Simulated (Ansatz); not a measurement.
## Debugging a many-body input for BN (Qingsongite)

Aim: the G0W0 gap of BN (Qingsongite). The first input has a fault.

Calculated with Ansatz 0.2.0; G0W0 on PBE, plane waves, PAW; PAW set soft_1.

## (1) The starting structure

Symmetry: F-43m, No. 216, cubic system. Conventional cell: a = 3.615 Å, b = 3.615 Å, c = 3.615 Å, α = 90.00°, β = 90.00°, γ = 90.00°. Nearest to B lie 4 N at 1.57 Å. N has 4 B at 1.57 Å nearest. Farther neighbours and most contacts between anions are not listed.

As a file:

```cif
data_structure
_symmetry_space_group_name_H-M 'F-43m'
_symmetry_Int_Tables_number 216
_cell_length_a 3.6150
_cell_length_b 3.6150
_cell_length_c 3.6150
_cell_angle_alpha 90.000
_cell_angle_beta 90.000
_cell_angle_gamma 90.000
_cell_volume 47.24
loop_
_atom_site_label
_atom_site_type_symbol
_atom_site_symmetry_multiplicity
_atom_site_Wyckoff_symbol
_atom_site_fract_x
_atom_site_fract_y
_atom_site_fract_z
_atom_site_occupancy
B1 B 4 a 0.00000 0.00000 0.00000 1
N1 N 4 d 0.25000 0.25000 0.75000 1
```

The cell and positions come from the Crystallography Open Database and are kept as given unless a step says otherwise.

## (2) First try

input.yaml

```yaml
crystal:
  lattice:
    - [0.0, 1.8075, 1.8075]
    - [1.8075, 0.0, 1.8075]
    - [1.8075, 1.8075, 0.0]
  atoms:
    - { symbol: B, position: [0.0, 0.0, 0.0] }
    - { symbol: "N", position: [0.25, 0.25, 0.25] }
kpoints:
  mp_grid: { grid: [6, 6, 6] }
hamiltonian:
  xc: pbe
  pseudopotentials: { kind: paw, azcp: { folder: soft_1 } }
scf:
  occupations: { method: fixed }
gw:
  n_empty_bands: 19
  ecut_chi: 10
  qp_bands: [v2, c2]
  qp_kpoints: band_edges
  screening: { model: contour_deformation }
```

Launch:

```
ansatz run input.yaml --threads 3 --pin off --max-ram 92160MiB --backend cuda --events-out ev --progress --plain --runs-dir out --devices 1 --max-vram 13GiB
```

Numbers of over 12 decimals in the logs are rounded to 6 here.

The program printed:

```text
GPUs: using 1 of 1 available (devices: 1).
Engine: ansatz 0.2.0, x86_64-unknown-linux-gnu
Pseudopotentials: kind: paw
Pseudopotential: B, paw, valence charge 3, recommended cutoff 420 eV (normal), soft_1/B.paw.azcp
Pseudopotential: N, paw, valence charge 5, recommended cutoff 420 eV (normal), soft_1/N.paw.azcp
Functional definition: PBE
  parameter kappa = 0.804
  parameter beta = 0.066725
  exchange = pbe_x(kappa = kappa, mu = beta*pi^2/3)
  correlation = pbe_c(beta = beta)
device memory: the entry about to start is reckoned to put 0.3 GiB on a device that reports 49.0 GiB free (of which the cap on the GPU budget leaves the run 13.0 GiB)
GPU FFT provider: cuFFT
GPU libraries: cuBLAS 13.8.2, cuFFT 12.4.0, cuSOLVER 12.3.4
Crystal: 2 atoms, lattice volume = 11.810 Å³
Basis set: ecut = 420 eV, 259 PW (Γ)
Bands: 8, of which v1, the nominal top of the filled ones, is band 4 counted from 1 (3 counted from 0)
Symmetry: 24 space group operations
Space group: F-43m (ITA 216), of the structure as read, at distance tolerance 2.3e-5 Å
k-points: 16 of 216 (time reversal used)
Non-local potential: B, projectors of the file, l = 0: 2, l = 1: 2, l = 2: 1
Non-local potential: N, projectors of the file, l = 0: 2, l = 1: 2, l = 2: 1
PAW form: soft (Blöchl's): semilocal exchange-correlation on the pseudo side does not see the compensation charge
PAW one-centre angular grid: B, 110 points (default); XC on 64 Gauss nodes
PAW one-centre angular grid: N, 110 points (default); XC on 64 Gauss nodes
Initial density: superposition of atomic densities (chi_scale 0.1, normalization cell, long waves kept (reshape's long-wave potential 0.00 eV rms))
Initial wavefunctions: pseudopotential atomic-orbital guess
GPU buffer pool allocated for 5832 grid points (all kernels)
GPU transforms: local potential and band sums: pruned to the plane-wave sphere, on 18×18×18
Functional: x = pbe(κ = 0.804, μ = 0.219515), c = pbe(β = 0.066725)
SCF iter   1: F=—  HF=-542.929551 eV  |F-HF|=—  |Δ(HF+E_count)|=         —  Δρ=1.46e-1  dr2=2.03e0  ethr=3.10e-3  ⟨swp⟩=4.0  Hψ=760  notcnv=0  defer=24
preconditioner: auto → none  [insulator: Δε(μ)=5.735 eV  Ē_g=20.329 eV  n_scr=0 (ndim 8)  ℏωp=30.6 eV  f_vac=0.000  ε∞_Penn≈3.3]
SCF iter   2: F=—  HF=-542.330159 eV  |F-HF|=—  |Δ(HF+E_count)|=   5.99e-1  Δρ=6.42e-2  dr2=2.66e-1  ethr=3.10e-3  ⟨swp⟩=2.0  Hψ=373  notcnv=0  defer=5
SCF iter   3: F=—  HF=-542.278483 eV  |F-HF|=—  |Δ(HF+E_count)|=   5.17e-2  Δρ=2.32e-2  dr2=3.80e-2  ethr=3.10e-3  ⟨swp⟩=3.0  Hψ=214  notcnv=0  defer=22
SCF iter   4: F=—  HF=-542.275214 eV  |F-HF|=—  |Δ(HF+E_count)|=   3.27e-3  Δρ=2.98e-3  dr2=3.71e-4  ethr=4.75e-4  ⟨swp⟩=3.0  Hψ=229  notcnv=0  defer=27
SCF iter   5: F=—  HF=-542.275357 eV  |F-HF|=—  |Δ(HF+E_count)|=   1.42e-4  Δρ=2.86e-4  dr2=4.68e-6  ethr=4.63e-6  ⟨swp⟩=3.0  Hψ=213  notcnv=0  defer=27
SCF iter   6: F=-542.275357 eV  HF=-542.275357 eV  |F-HF|=1.96e-8  |Δ(HF+E_count)|=   3.36e-7  Δρ=1.95e-5  dr2=1.09e-8  ethr=1.25e-9  ⟨swp⟩=3.1  Hψ=667  notcnv=0
SCF 1 converged in 6 iterations: F = -542.275357 eV  dr2 = 1.09e-8
[...]
device memory: the entry about to start is reckoned to put 0.4 GiB on a device that reports 48.2 GiB free (of which the cap on the GPU budget leaves the run 13.0 GiB)
NSCF: frozen V_eff on 16 k-points, pencils in batches of 32, up to order 32
[...]
device memory: the entry about to start is reckoned to put 0.4 GiB on a device that reports 43.6 GiB free (of which the cap on the GPU budget leaves the run 13.0 GiB)
NSCF: frozen V_eff on 16 k-points, pencils in batches of 32, up to order 112
G₀W₀ screening: q 1/16
[... further progress lines ...]
device memory: the entry about to start is reckoned to put 0.2 GiB on a device that reports 38.1 GiB free (of which the cap on the GPU budget leaves the run 13.0 GiB)
NSCF: frozen V_eff on 1 k-points
device memory: the entry about to start is reckoned to put 0.2 GiB on a device that reports 38.1 GiB free (of which the cap on the GPU budget leaves the run 13.0 GiB)
NSCF: frozen V_eff on 1 k-points
SCF converged after 6 iterations
Free energy (F): -542.275357 eV
Harris-Foulkes:  -542.275357 eV  (|F-HF|=1.96e-8)
Internal energy: -542.275357 eV  (E = F + TS)
E sigma→0 (E₀):  -542.275357 eV
Fermi energy:    11.172323 eV
--- Per-component energies (eV) ---
  E_band       = 26.380409
  E_kinetic    = 183.665431
  E_local      = -158.873237  (includes V_loc(G=0)·N_el)
  E_nonlocal   = 42.169486
  E_hartree    = 49.043233
  E_xc         = -93.224196
  E_vxc        = -115.285046  (∫ρ·V_xc dr)
  E_paw        = -206.672399  (= ΣΔE_a)
  E_vpaw       = -23.383246  (= ΣTr[D̂ρ^β])
  E_aug_tail   = 0.000975  (compensation charges beyond the density's cutoff)
  E_ewald      = -358.384650
  E_smearing   = -0.000000  (= −TS)
  E_closure    = 0.000000  (closes the sum)
  Σ components = -542.275357   (vs F -542.275357, Δ=0.00e0)
--- Band table (eV; the first three rows and the last of 16) ---
  k-point 0: bands = ["-9.0615", "11.1723", "11.1723", "11.1723", "19.9955", "19.9955", "19.9955", "21.4933"]
  k-point 1: bands = ["-8.3910", "8.1605", "10.5522", "10.5522", "20.5102", "20.9060", "20.9060", "23.3973"]
  k-point 2: bands = ["-6.5267", "3.3053", "9.6102", "9.6102", "21.0686", "21.8294", "21.8294", "25.7033"]
  k-point 15: bands = ["-3.2474", "2.9817", "4.9791", "5.0235", "18.9463", "23.1890", "26.2462", "27.9598"]
--- G₀W₀: contour deformation, 5 samples at zero and on the imaginary axis and 2 off it, 216 q-points, 19 empty bands' worth ---
  eigenvalues of the whole cell's RPA ε∞ on this k-mesh (on a slab, of 1 + 4πα/V) = 4.8023, 4.8023, 4.8023; static W/v taken at q = 0 is 0.208233
  bands read: the sum over 23 bands ends inside a degenerate multiplet in 3 slots, whose members it reads at an even weight; the widest, k=4: bands 23 to 24 (counted from 1) at 1/2 each
  gw.qp_kpoints: band_edges: 8 of 16 stored k-points solved, in 1 pass; an edge of the gap read off the rows below is read off those points alone
    valence top: of the k-points left out ik 8 came nearest to being solved in a further pass, in band 4 (counted from 1, as in the quasiparticle table): it holds the edge there only if its correction is more favourable than any solved in that band by at least 0.856 eV; those differ by 0.646 eV
    conduction bottom: of the k-points left out ik 10 came nearest to being solved in a further pass, in band 5 (counted from 1, as in the quasiparticle table): it holds the edge there only if its correction is more favourable than any solved in that band by at least 1.771 eV; those differ by 1.090 eV
    ik  band        ε_KS         Σx   Σc(E_QP)       V_xc       Z   E_QP_lin       E_QP  E_QP is
     0     3     11.1723   -22.8997     3.1418   -19.2879  0.8808    10.7015    10.7023  root
     0     4     11.1723   -22.8997     3.1418   -19.2879  0.8808    10.7015    10.7023  root
     0     5     19.9955    -7.9228    -3.9973   -14.6766  0.8793    22.7856    22.7520  root
     0     6     19.9955    -7.9228    -3.9973   -14.6766  0.8793    22.7856    22.7520  root
     1     3     10.5522   -22.6554     3.2301   -18.8817  0.8791    10.0075    10.0086  root
     1     4     10.5522   -22.6554     3.2301   -18.8817  0.8791    10.0075    10.0086  root
     1     5     20.5102    -9.0461    -4.1317   -15.7370  0.8768    23.0999    23.0694  root
     1     6     20.9060    -8.0603    -4.1561   -15.0848  0.8767    23.8136    23.7743  root
     2     3      9.6102   -22.5726     3.4280   -18.4674  0.8763     8.9310     8.9329  root
     2     4      9.6102   -22.5726     3.4280   -18.4674  0.8763     8.9310     8.9329  root
     2     5     21.0686    -9.7815    -4.2467   -16.4837  0.8755    23.5533    23.5242  root
     2     6     21.8294    -7.8245    -4.3200   -15.0305  0.8745    24.7578    24.7153  root
     3     3      9.2302   -22.6030     3.5180   -18.3491  0.8751     8.4921     8.4944  root
     3     4      9.2302   -22.6030     3.5180   -18.3491  0.8751     8.4921     8.4944  root
[...]
12     6     20.4071    -7.9109    -4.0413   -13.9263  0.8805    22.3979    22.3812  root
    14     3      5.1133   -22.6870     4.3367   -16.9598  0.8575     3.7111     3.7229  root
    14     4      6.6770   -21.7995     3.8917   -16.8744  0.8657     5.6381     5.6435  root
    14     5     20.6687    -8.4385    -4.1677   -14.8657  0.8747    22.9533    22.9282  root
    14     6     22.9714    -7.9750    -4.5850   -15.3537  0.8692    25.8112    25.7650  root
```

Elapsed: 8.7 s, on 1 × NVIDIA H100 80GB HBM3 (shared by 6 runs) with 3 threads of AMD EPYC 7R13 (Zen 3), shared host; peak memory 0.95 GiB; 5.7 s of CPU time.

Q: What is the fault?

The run ended normally, though the input holds a fault or crude settings.

The fault: screening cutoff of 10 eV. Nearly all local fields and short-range correlation are left out.

It printed a gap of 6.60 eV, which is an artefact of the settings.

## (3) A better input

G0W0 replaces the xc potential by the self-energy, built once from these orbitals. Only a window of levels is corrected, while the sums run over the empty bands that the input names. This step takes PAW set soft_1 files.

input.yaml: that of step 2 with these lines changed.

```diff
@@ -9,3 +9,3 @@
 kpoints:
-  mp_grid: { grid: [6, 6, 6] }
+  mp_grid: { grid: [8, 8, 8] }
 hamiltonian:
@@ -16,4 +16,4 @@
 gw:
-  n_empty_bands: 19
-  ecut_chi: 10
+  n_empty_bands: 35
+  ecut_chi: 120
   qp_bands: [v2, c2]
```

The program printed:

```text
GPUs: using 1 of 1 available (devices: 1).
[...]
GPU FFT provider: cuFFT
GPU libraries: cuBLAS 13.8.2, cuFFT 12.4.0, cuSOLVER 12.3.4
Crystal: 2 atoms, lattice volume = 11.810 Å³
Basis set: ecut = 420 eV, 259 PW (Γ)
Bands: 8, of which v1, the nominal top of the filled ones, is band 4 counted from 1 (3 counted from 0)
Symmetry: 24 space group operations
[...]
k-points: 29 of 512 (time reversal used)
[...]
GPU buffer pool allocated for 5832 grid points (all kernels)
[...]
SCF iter   1: F=—  HF=-542.931690 eV  |F-HF|=—  |Δ(HF+E_count)|=         —  Δρ=1.45e-1  dr2=2.02e0  ethr=3.10e-3  ⟨swp⟩=4.0  Hψ=1375  notcnv=0  defer=46
[...]
SCF iter   6: F=-542.279054 eV  HF=-542.279054 eV  |F-HF|=1.98e-8  |Δ(HF+E_count)|=   3.56e-7  Δρ=1.94e-5  dr2=1.06e-8  ethr=1.25e-9  ⟨swp⟩=3.1  Hψ=1218  notcnv=0
SCF 1 converged in 6 iterations: F = -542.279054 eV  dr2 = 1.06e-8
[...]
0     3     11.1697   -22.8532     2.9180   -19.2879  0.8277    10.5208    10.5225  root
     0     4     11.1697   -22.8532     2.9180   -19.2879  0.8277    10.5208    10.5225  root
     0     5     19.9949    -7.9536    -5.3133   -14.6768  0.8393    21.4143    21.4048  root
     0     6     19.9949    -7.9536    -5.3133   -14.6768  0.8393    21.4143    21.4048  root
     1     3     10.7900   -22.6870     2.9740   -19.0227  0.8270    10.0979    10.0998  root
     1     4     10.7900   -22.6870     2.9740   -19.0227  0.8270    10.0979    10.0998  root
     1     5     20.3562    -8.7946    -5.3341   -15.4618  0.8364    21.6980    21.6892  root
     1     6     20.5650    -8.0587    -5.4410   -14.9582  0.8361    22.0342    22.0236  root
[...]
23     3      6.3444   -22.6411     4.0832   -17.3688  0.8095     5.1461     5.1553  root
    23     4      7.7197   -22.0573     3.6027   -17.4346  0.8179     6.6940     6.6997  root
    23     5     20.7661    -7.9987    -5.2693   -14.4877  0.8382    21.9932    21.9857  root
    23     6     22.3428    -8.4695    -5.8017   -15.6212  0.8285    23.7038    23.6928  root
[key lines of the parts left out:]
SCF converged after 6 iterations
Free energy (F): -542.279054 eV
Fermi energy:    11.169687 eV
```

Wall time 21 s (1 × NVIDIA H100 80GB HBM3 (shared by 6 runs) with 3 threads); peak memory 0.96 GiB.

Numbers from this step:

```
bands summed                                 : 39
RPA ε∞ on this mesh (eigenvalues)            : 4.471, 4.471, 4.471
plane waves in the screening matrix          : 27
q-points in the mesh                         : 512
G0W0 gap on the mesh                         : 5.895 eV
k of the valence top                         : 0, 0, 0
k of the conduction bottom                   : 0, -0.5, -0.5
starting gap on the mesh                     : 4.466 eV
Z at the valence top                         : 0.8277
Z at the conduction bottom                   : 0.8537
least direct G0W0 gap on the computed points : 10.88 eV
```

The gap on the mesh goes from 4.47 eV to 5.90 eV, a correction of +1.43 eV. Between the two edge states, bare exchange in place of the xc potential would open the gap by 8.81 eV, and correlation takes back 7.38 eV.

## (4) What came out

| Property | Result |
| --- | --- |
| first try | converged after 8.7 s |
| better run | G0W0 gap on the mesh 5.90 eV (8×8×8 mesh, 35 empty bands, screening to 120 eV, PAW set soft_1 files) |

**Reading.** The second run differs in: mesh, empty bands and screening cutoff (eV). Bands and cutoff are finite, so the gap is not at the basis limit. The miss can reach some tenths of an eV and take either sign; the mesh is an error of its own.

[Paths, hosts, dates, memory and timing lines, banners, echoed tables and standing remarks are left out of the program output.]

[Logs are printed without paths, hosts, clocks, repeated set-up lines and the standing remarks that a program may print on its own settings, such as how far it seeks lower states.]

[Runs of the session that timed out or met a known fault of the program may be left out.]

[Cells called generated may have been cut or substituted from an entry of the Crystallography Open Database or the Materials Project.]

[Hosts, paths, dates, database ids (printed as entryN), source tags and the programs' standing remarks are cut or masked in the printed files.]
